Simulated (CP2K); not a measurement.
TaN:

```
CELL_PARAMETERS angstrom
3.12728 0.00000 0.00000
1.56364 2.70831 0.00000
1.56364 0.90277 2.55342
ATOMIC_POSITIONS crystal
Ta 0.50000 0.50000 0.50000
N 0.00000 0.00000 0.00000
```

The cell comes from a database or a generator and needn't be the stable form of this composition.

Base run:

- Program: CP2K 2026.2
- Functional: BLYP
- Potentials or basis: POTENTIAL_UZH Ta GTH-PBE-q13, N GTH-PBE-q5; TZVP-MOLOPT-PBE-GTH basis
- Density cutoff: 9184 eV
- k mesh: 10 × 10 × 10
- Occupations: fermi-dirac, width 0.05 eV
- Spin: no spin polarisation

Its results: band gap on the k mesh none (metal or under the smearing width); pressure 5.8 GPa.

Question: After a change of settings the same cell gave: band gap on the k mesh none (metal or under the smearing width); pressure -16.6 GPa. Which change was it?
A. functional from BLYP to LDA
B. functional from BLYP to BEEF-vdW
C. functional from BLYP to SCAN
D. functional from BLYP to PBE; density cutoff from 9184 eV to 6123 eV; cutoff of the grids from 675 Ry to 450 Ry

Answer: A.

LDA binds more tightly than BLYP, so the same cell stands under less pressure.

Caveats: the potentials were made for another functional, which shifts forces and pressure; the basis of atomic orbitals isn't converged, which shifts pressures, moduli and gaps.

Not every run made on this cell is shown here.
